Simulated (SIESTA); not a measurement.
SnSe:

```xyz
2
Lattice="0.0000 3.0100 3.0100 3.0100 0.0000 3.0100 3.0100 3.0100 0.0000" Properties=species:S:1:pos:R:3 pbc="T T T"
Sn    0.0000    0.0000    0.0000
Se    3.0100    3.0100    3.0100
```

Measurements of this composition are mostly on another form, of space group No. 62.

```yaml
Program: SIESTA 5.4.2
Task: relaxation of cell and atoms
Functional: PBE
Potentials_or_basis: PseudoDojo 0.4 standard (PBE files)
Basis: SZ (energy shift 0.003 Ry)
Grid_cutoff: 500 Ry
Energy_shift: 0.003 Ry
k_mesh: 6 × 6 × 6
Occupations: fermi-dirac, width 0.05 eV
Spin: no spin polarisation
```

At the start: pressure 6.7 GPa; volume 27.27 Å³/atom.

Task: How do energy, volume and symmetry change on relaxing?

Result: Over 4 steps the energy falls by 54.3 meV/atom and the volume is 30.25 Å³/atom (+10.9 %); space group Fm-3m (No. 225, to 0.05 Å).

The path:
```csv
step,energy change (eV),largest force (eV/Å),pressure (GPa),volume (Å³)
1,0.0000,0.0000,6.66,54.54
2,-0.0122,0.0000,6.23,54.85
3,-0.1078,0.0000,0.50,59.96
4,-0.1085,0.0000,0.01,60.51
```

Final structure:
```cif
data_structure
_symmetry_space_group_name_H-M 'P 1'
_symmetry_Int_Tables_number 1
_cell_length_a 4.4074
_cell_length_b 4.4074
_cell_length_c 4.4074
_cell_angle_alpha 59.978
_cell_angle_beta 59.978
_cell_angle_gamma 59.978
_cell_volume 60.51
loop_
_atom_site_label
_atom_site_type_symbol
_atom_site_fract_x
_atom_site_fract_y
_atom_site_fract_z
_atom_site_occupancy
Sn1 Sn 0.00000 0.00000 0.00000 1
Se1 Se 0.50000 0.50000 0.50000 1
```

Caveat: the basis has no polarisation orbitals; the basis of atomic orbitals isn't converged, which shifts pressures, moduli and gaps.
